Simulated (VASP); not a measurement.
## BAs under changes of volume

One of the cells (13.899 Å³/atom); the others are scaled copies at fixed shape and fractional positions:

```
As B
1.0
     0.00000    2.40432    2.40432
     2.40432    0.00000    2.40432
     2.40432    2.40432    0.00000
As B
1 1
Direct
  0.75000 0.75000 0.75000
  0.00000 0.00000 0.00000
```

| Item | Value |
| --- | --- |
| Program | VASP 6.6.1 |
| Functional | PBEsol |
| Potentials or basis | VASP PAW PBE potentials, release 64 (As, B) |
| Cutoff | 520 eV |
| k mesh | 10 × 10 × 10 |
| Occupations | fermi-dirac, width 0.05 eV |
| Spin | no spin polarisation |

| volume (Å³/atom) | energy over the lowest point (meV/atom) | pressure (GPa) | gap on the mesh (eV) |
| --- | --- | --- | --- |
| 12.809 | 22.34 | 10.0 | 1.01 |
| 13.081 | ? | ? | ? |
| 13.354 | 0.50 | 3.0 | 1.06 |
| 13.899 | 0.00 | -2.6 | 1.10 |
| 14.171 | 6.50 | -5.0 | 1.11 |
| 14.444 | 16.91 | -7.2 | 1.13 |

**Question.** What does the run at 13.081 Å³/atom give?

**Answer.** Energy over the lowest point 8.47 meV/atom; pressure 6.3 GPa; gap on the mesh 1.03 eV.

Worked out: A Birch-Murnaghan fit of order 3 (a polynomial in V^(-2/3)) to the other rows has its minimum at 13.64 Å³/atom with B0 = V·E''(V) = 141 GPa and B' = 4.1. It gives 8.49 meV/atom at 13.081 Å³/atom, against the run's 8.47, and -dE/dV = 6.4 GPa, against 6.3. A straight line through the other rows of the gap, of slope 0.983 eV per unit of ln V, gives 1.03 eV, against the run's 1.03.

Energies are extrapolated to zero smearing.

Caveats: the PAW data sets were made with another functional, which shifts forces and pressure a little.

A mesh can miss the band edges. Spin-orbit coupling on As is left out.
